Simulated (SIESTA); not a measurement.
An input for SIESTA 5.4.2 (MnO):

The input MnO.fdf:

```
SystemName                      MnO
SystemLabel                     MnO
NumberOfSpecies                 2
NumberOfAtoms                   2
%block ChemicalSpeciesLabel
  1  25 Mn
  2   8 O
%endblock ChemicalSpeciesLabel

UseStructFile                   true

%block kgrid.MonkhorstPack
   10   0   0  0.0
    0  10   0  0.0
    0   0  10  0.0
%endblock kgrid.MonkhorstPack
XC.Functional                   GGA
XC.Authors                      PBE
PAO.BasisSize                   DZP
PAO.EnergyShift                 0.003 Ry
Mesh.Cutoff                     800 Ry
Spin                            polarized
%block DM.InitSpin
    1   4.000
    2   0.000
%endblock DM.InitSpin
OccupationFunction              FD
ElectronicTemperature           0.05 Ang
MaxSCFIterations                100
SCF.MustConverge                false
SCF.Mixer.Method                Pulay
SCF.Mixer.Weight                0.1
SCF.Mixer.History               10
SCF.DM.Tolerance                5.0e-05
SCF.H.Tolerance                 1.0e-03 eV
WriteForces                     true
Charge.Mulliken                 end
Charge.Hirshfeld                end
Charge.Voronoi                  end
SaveRho                         true
SaveElectrostaticPotential      true
%block PAO.Basis
  Mn 5
  n=3 0 2
    2.732 0.000
  n=4 0 2
    7.626 0.000
  n=3 1 2
    3.070 0.000
  n=4 1 1
    7.626
  n=3 2 2
    5.108 0.000
%endblock PAO.Basis
```

File MnO.STRUCT_IN:

```
   0.0000000000     2.2239077028     2.2239077028
   2.2239077028     0.0000000000     2.2239077028
   2.2239077028     2.2239077028     0.0000000000
2
1  25    0.0000000000     0.0000000000     0.0000000000
2   8    0.5000000000     0.5000000000     0.5000000000
```

Potentials or basis: PseudoDojo 0.4 standard (PBE files), DZP (energy shift 0.003 Ry; two zetas on semicore shells).

Command:

```bash
$ siesta MnO.fdf > MnO.out 2>&1
```

Question: What does the program do with it?

Answer: The run stopped without a result. It printed:

MnO.out:

```text
Version         : 5.4.2

                           ***********************
                           *  WELCOME TO SIESTA  *
                           ***********************

 NOTE: Siesta V5 introduces some new defaults for basis-set generation
 NOTE: which might lead to slightly different numerical results.
 NOTE: Please see the manual for full details and compatibility measures.

[... 432 lines left out ...]

prinput: ----------------------------------------------------------------------

STOP Stopping Program
*************************************************************
ERROR

FDF module: fdf_convfac: Incompatible dimensions: energy:Ry , length:Ang

     File: fdf.F90
[... 46 lines left out ...]
redata: DM tolerance for SCF                        =     0.000050
redata: Require EDM convergence for SCF             =   F
redata: EDM tolerance for SCF                       =     0.001000 eV
redata: Require H convergence for SCF               =   T
redata: Hamiltonian tolerance for SCF               =     0.001000 eV
redata: Require (free) Energy convergence for SCF   =   F
redata: (free) Energy tolerance for SCF             =     0.000100 eV
redata: Antiferro initial spin density              =   F
redata: Using DFT-D3 dispersion                     =   F
redata: Using Saved Data (generic)                  =   F
redata: Use continuation files for DM               =   T
redata: Neglect nonoverlap interactions             =   F
redata: Method of Calculation                       = Diagonalization
```
